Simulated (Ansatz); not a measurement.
Relaxing MoS₂

Computed with DFT PBE+D3(BJ), scalar-relativistic, plane waves, PAW in Ansatz. (420 eV cutoff, 12×12×4 k-mesh, Gaussian smearing of 0.02 eV, no spin polarisation)

What was changed: equal strain along all axes, cell held, atoms relaxed: +3.0 %.

Command:

```bash
ansatz run input.yaml --threads 1 --pin off --max-ram 2560MiB --backend cpu --events-out ev --progress --plain --runs-dir out
```

Input:

```yaml
crystal:
  lattice:
    - [3.243798291, 0.0, 0.0]
    - [-1.6218991455, 2.8092117247, 0.0]
    - [0.0, 0.0, 12.4564478906]
  atoms:
    - { symbol: Mo, position: [0.6666666667, 0.3333333333, 0.249591518] }
    - { symbol: Mo, position: [0.3333333333, 0.6666666667, 0.750408482] }
    - { symbol: S, position: [0.3333333333, 0.6666666667, 0.3751243153] }
    - { symbol: S, position: [0.6666666667, 0.3333333333, 0.8759318888] }
    - { symbol: S, position: [0.3333333333, 0.6666666667, 0.1240681112] }
    - { symbol: S, position: [0.6666666667, 0.3333333333, 0.6248756847] }
basis:
  ecutwfc: 420
kpoints:
  mp_grid: { grid: [12, 12, 4] }
hamiltonian:
  xc: pbe
  dispersion: d3bj
scf:
  occupations: { method: gaussian, width: 0.02 }
output:
  forces: true
  stress: true
  eigenvalues: true
relax:
  adjacent_minimum: "off"
  f_tol: 0.008
  max_steps: 40
```

F is the free energy.

Steps:

| step | F − F(1) (eV) | largest force component (eV/Å) |
| --- | --- | --- |
| 1 | 0.0000 | 0.439 |
| 2 | -0.0125 | 0.292 |
| 3 | -0.0212 | 0.011 |
| 4 | -0.0212 | 0.011 |
| 5 | -0.0213 | 0.001 |

Relaxed structure:

```xyz
6
Lattice="3.2438 0.0000 0.0000 -1.6219 2.8092 0.0000 0.0000 0.0000 12.4564" Properties=species:S:1:pos:R:3 pbc="T T T"
Mo    1.6219    0.9364    3.1116
Mo    0.0000    1.8728    9.3449
S     0.0000    1.8728    4.6512
S     1.6219    0.9364   10.8845
S     0.0000    1.8728    1.5720
S     1.6219    0.9364    7.8052
```

The structure is trigonal, space group P-3m1 (No. 164). Conventional cell: a = 3.244 Å, b = 3.244 Å, c = 12.456 Å, α = 90.00°, β = 90.00°, γ = 120.00°. Mo (site symmetry 3m) is surrounded by 6 S at 2.42 Å. S (site symmetry 3m) has 3 Mo at 2.42 Å as nearest neighbours. Around S (site symmetry 3m) lie 3 Mo at 2.42 Å.

The run converged. Time: 54 s on 1 thread of Arm Neoverse V2, with other jobs on the host, peak memory 0.48 GiB.